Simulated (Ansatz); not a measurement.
**MgS: a vibration from a frozen displacement**

These are results of DFT PBE, scalar-relativistic, plane waves, PAW (Ansatz), not measurements. The runs took a 420 eV cutoff, a Γ-centred 8×8×8 mesh and Gaussian smearing (0.05 eV). No spin polarisation. Energies are free energies at this smearing, counted from the undisturbed cell; pressure is positive in compression.

Reference structure (as given, not relaxed at this level; it stands at 1.2 GPa):

```
Mg S
1.0
     0.00000    2.60165    2.60165
     2.60165    0.00000    2.60165
     2.60165    2.60165    0.00000
Mg S
1 1
Direct
  0.00000 0.00000 0.00000
  0.50000 0.50000 0.50000
```

Every Mg atom is moved by x along the Cartesian unit vector (0.707, 0.707, 0.000); the cell and all other atoms stay fixed. The cell's volume is 35.22 Å³; the moved atoms weigh 24.305 u together and the others 32.060 u. Some rows repeat others by symmetry and weren't run.

```
  x (Å)  ΔE (meV/cell) total force on the moved atoms along the move (eV/Å) pressure (GPa)
-0.1000          14.06                                                0.2835          1.4960
-0.0875          10.75                                                0.2472          1.4180
-0.0750           7.88                                                0.2111          1.3505
-0.0625           5.47                                                0.1755          1.2932
-0.0500           3.49                                                0.1400          1.2465
-0.0375           1.96                                                0.1049          1.2101
-0.0250           0.87                                                0.0699          1.1841
-0.0125           0.22                                                0.0349          1.1685
 0.0000           0.00                                                0.0000          1.1633
 0.0125           0.22                                               -0.0349          1.1685
 0.0250           0.87                                               -0.0699          1.1841
 0.0375           1.96                                               -0.1049          1.2101
 0.0500           3.49                                               -0.1400          1.2465
 0.0625           5.47                                               -0.1755          1.2932
 0.0750           7.88                                               -0.2111          1.3505
 0.0875          10.75                                               -0.2472          1.4180
 0.1000          14.06                                               -0.2835          1.4960
```

**Question.** What frequency belongs to this motion?

**Answer.** The force constant is k = −dF/dx = 2.794 eV/Å², from the parabola through x = -0.0125, 0 and 0.0125. In every cell the moved atoms swing against the rest, so the mass is μ = m₁m₂/(m₁ + m₂) = 13.825 u, and ν̃ = 521.5 cm⁻¹ × √(|k|/μ) = 234 cm⁻¹, at this cell's pressure of 1.2 GPa. To first order in x, and within 1 %, the force on every atom lies along the move and, within each of the two groups, in proportion to the atom's mass, so this is itself a mode at the zone centre of this cell, taken without macroscopic field (the transverse frequency in a polar insulator).

**Question.** How far does the harmonic law reach?

**Answer.** At x = -0.100 Å, kx²/2 = 13.97 meV against the computed 14.06 meV (+0.7 %): the well is still close to harmonic there.